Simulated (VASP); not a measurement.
Write the native input for VASP 6.6.1 that does the following.

* Task: single point
* Functional: PBEsol
* Potentials or basis: VASP PAW PBE potentials, release 64 (Tl_d)
* Cutoff: 900 eV
* k mesh: 21 × 21 × 12
* Occupations: methfessel-paxton, width 0.1 eV
* Spin: no spin polarisation
* Further INCAR settings: ADDGRID = False; ALGO = Normal; EDIFF = 1e-08; NBANDS = 20

The structure of Tl lies in POSCAR:

```
Tl
1.0
    3.4560000000      0.0000000000      0.0000000000
   -1.7280000000      2.9929837955      0.0000000000
    0.0000000000      0.0000000000      5.5250000000
Tl
2
Direct
    0.6666666667      0.3333333333      0.7500000000
    0.3333333333      0.6666666667      0.2500000000
```

These files were run (other wordings do the same):

INCAR

```
PREC = Accurate ; ENCUT = 900
EDIFF = 1E-8 ; ISMEAR = 1
SIGMA = 0.1 ; LREAL = F
LASPH = T ; NELM = 100
ALGO = Normal ; ISIF = 2
LWAVE = F ; LCHARG = F
GGA = PS ; NBANDS = 20
ADDGRID = F
```

KPOINTS

```
Automatic mesh
0
Gamma
  21 21 12
```

Potentials or basis: VASP PAW PBE potentials, release 64 (Tl_d).

Run with:

```bash
$ cat potpaw_PBE.64/Tl_d/POTCAR > POTCAR
$ mpirun -np 1 vasp_std > vasp.out
```

Results of the run:

```json
{
 "Pressure": "0.0 GPa",
 "Band gap on the k mesh": "none (metal or under the smearing width)"
}
```

Caveat: the PAW data sets were made with another functional, which shifts forces and pressure a little.

Wall time 5 min on 1 thread of Intel(R) Xeon(R) Platinum 8488C (Sapphire Rapids), on a shared host, peak memory 0.78 GiB.
